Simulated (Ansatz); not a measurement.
## Sn, one cell by several methods

```
Sn
1.0
    -1.65835    1.57088    2.91565
     1.57088   -1.65835    2.91565
     1.61062    1.61062   -2.96337
Sn
1
Direct
  0.00000 0.00000 0.00000
```

The cell is COD entry 1540069, as deposited and not checked against the literature; nothing was relaxed. The listed cell was then made from it by scaling, straining or moving an atom.

No spin–orbit coupling, which matters for the heavy atoms here.

Methods: DFT, PBE, PAW with Ansatz's default frozen-core files, scalar-relativistic (Ansatz 0.2.0); DFT, PBE, all-electron PAW with datasets made for the crystal, scalar-relativistic (Ansatz 0.2.0); DFT, PBE, all-electron LAPW, scalar-relativistic (Ansatz 0.2.0).

For PAW: a Γ-centred 18×18×18 k mesh, Fermi–Dirac smearing of 0.03 eV, cutoff 420 eV, no spin polarisation. The crystal-made all-electron datasets (AE datasets) take a cutoff of 240 eV at this cell. LAPW targets a basis error of 1 meV/atom. The Ansatz runs share mesh, smearing and spin set-up. Plane-wave (PAW) pressures include the program's estimate of the Pulay term.

Stress and pressure are positive in compression.

The change that made this cell: equal xy, yz and zx engineering shear strains of -3 %.

No spin–orbit coupling: at heavy atoms the gradients can be off by tens of per cent for that reason.

In a metal, gradients converge slowly with the k mesh: the values move by tens of per cent from one mesh to another, at times in sign, so only the comparison on one mesh counts.

| quantity | PAW | AE datasets | LAPW |
| --- | --- | --- | --- |
| pressure (GPa) | -1.63 | -1.63 | -1.63 |
| stress xx (GPa) | -0.72 | -0.72 | -0.72 |
| stress zz (GPa) | -3.46 | -3.46 | -3.46 |
| stress yz (GPa) | 0.09 | 0.09 | 0.09 |
| stress xz (GPa) | 0.09 | 0.09 | 0.09 |
| field gradient Vzz at Sn (10²¹ V/m²) | ? | ? | – |

Question: Fill in "AE datasets" for the row "field gradient Vzz at Sn (10²¹ V/m²)".

Answer: 8.34.

Question: What belongs in the row "field gradient Vzz at Sn (10²¹ V/m²)", column "PAW"?

Answer: 8.19.
